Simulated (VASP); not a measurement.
Wanted: an ASE script for a VASP 6.6.1 run.

```
Task                   : band structure
Functional             : RPBE
Dispersion             : D3
Potentials or basis    : VASP PAW PBE potentials, release 64 (Na_pv, F)
Cutoff                 : 520 eV
k mesh                 : 10 × 10 × 10
Occupations            : fermi-dirac, width 0.1 eV
Spin                   : no spin polarisation
Further INCAR settings : ALGO = Fast; EDIFF = 1.00e-06; NBANDS = 14; ISYM = 0
```

NaF (Villiaumite):

```xyz
2
Lattice="0.0000 2.3200 2.3200 2.3200 0.0000 2.3200 2.3200 2.3200 0.0000" Properties=species:S:1:pos:R:3 pbc="T T T"
Na    0.0000    0.0000    0.0000
F     2.3200    2.3200    2.3200
```

These files were run (other wordings do the same):

run.py

```python
from ase.calculators.vasp import Vasp
from ase.dft.bandgap import bandgap
from ase.spacegroup import crystal

atoms = crystal(
    ['Na', 'F'],
    basis=[[0.0, 0.0, 0.0], [0.5, 0.0, 0.0]],
    spacegroup=225,
    setting=1,
    cellpar=[4.64, 4.64, 4.64, 90.0, 90.0, 90.0],
    primitive_cell=True,
)
calc = Vasp(
    directory='calc',
    xc='rpbe',
    pp='PBE',
    setups='materialsproject',
    prec='Accurate',
    encut=520,
    ediff=1e-06,
    ismear=-1,
    sigma=0.1,
    lreal=False,
    lasph=True,
    nelm=60,
    algo='Fast',
    isif=2,
    lwave=False,
    lcharg=True,
    ivdw=11,
    kpts=[10, 10, 10],
    gamma=True,
    nbands=14,
)
atoms.calc = calc

print('energy (eV):', atoms.get_potential_energy())
print('free energy (eV):', atoms.get_potential_energy(force_consistent=True))
efermi = calc.get_fermi_level()
print('Fermi level (eV):', efermi)
path = atoms.cell.bandpath(npoints=60, eps=1e-4)
print('path:', path.path)
calc.set(kpts=path.kpts, reciprocal=True, icharg=11, isym=0, lcharg=False)
calc.calculate(atoms)
print('gap on the path (eV):', bandgap(calc, efermi=efermi)[0])
print('direct gap on the path (eV):', bandgap(calc, efermi=efermi, direct=True)[0])
```

Potentials or basis: VASP PAW PBE potentials, release 64 (Na_pv, F).

Launch:

```console
$ python run.py
```

It gave:

| Quantity | Value |
| --- | --- |
| Band gap along the path | 6.60 eV, direct |
| Dispersion energy per atom | -0.261 eV |

Caveat: the log is that of the step along the path at fixed density, whose energy, stress, charges and moments have no meaning.

Wall time 14 s on 1 thread of Intel(R) Xeon(R) 6975P-C (Granite Rapids), with other jobs on the host, peak memory 0.14 GiB.
